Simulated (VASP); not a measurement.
Write the native input for VASP 6.6.1 that does the following.

```
Task                   : relaxation of cell and atoms
Functional             : LDA
Potentials or basis    : VASP PAW LDA potentials, release 64 (In_d, P)
Cutoff                 : 600 eV
k mesh                 : 8 × 8 × 8
Occupations            : fermi-dirac, width 0.05 eV
Spin                   : no spin polarisation
Target pressure        : 10 GPa
Further INCAR settings : ALGO = Fast; EDIFF = 1e-06; IBRION = 2; EDIFFG = -0.02; NSW = 60; ISIF = 3
Target pressure        : 10 GPa
```

The structure of InP lies in POSCAR:

```
InP
1.0
    0.0000000000      2.9305000000      2.9305000000
    2.9305000000      0.0000000000      2.9305000000
    2.9305000000      2.9305000000      0.0000000000
In P
1 1
Direct
    0.0000000000      0.0000000000      0.0000000000
    0.7500000000      0.7500000000      0.7500000000
```

The input as run:

INCAR

```
SYSTEM = InP
  PREC = Accurate
  ENCUT = 600
  EDIFF = 1E-6
  ISMEAR = -1
  SIGMA = 0.05
  LREAL = .False.
  LASPH = .True.
  NELM = 80
  ALGO = Fast
  ISIF = 3
  LWAVE = .False.
  LCHARG = .False.
  GGA = CA
  IBRION = 2
  NSW = 60
  EDIFFG = -0.02
  PSTRESS = 100
```

KPOINTS

```
Automatic mesh
0
Gamma
  8 8 8
  0 0 0
```

Potentials or basis: VASP PAW LDA potentials, release 64 (In_d, P).

The run is started by

```console
$ cat potpaw_LDA.64/In_d/POTCAR potpaw_LDA.64/P/POTCAR > POTCAR
$ mpirun -np 1 vasp_std > vasp.out
```

It gave:

The relaxed volume is 22.20 Å³/atom, the relaxed cell is a = 3.975 Å, b = 3.975 Å, c = 3.975 Å, α = 60.00°, β = 60.00°, γ = 60.00° and the space group after relaxing (to 0.05 Å) is F-43m (No. 216). The energy change on relaxing (the enthalpy is what falls) is +69.9 meV/atom, the ionic steps are 4 and the pressure after relaxing is 9.9 GPa. The band gap on the k mesh is 1.18 eV, direct.

Caveat: the cell is relaxed towards a set pressure, so the enthalpy falls and the energy may rise; spin-orbit coupling is left out, which moves the levels of the heavy elements.

Run time: 63 s on 1 thread of Intel(R) Xeon(R) 6975P-C (Granite Rapids), with other jobs on the host, peak memory 0.19 GiB.
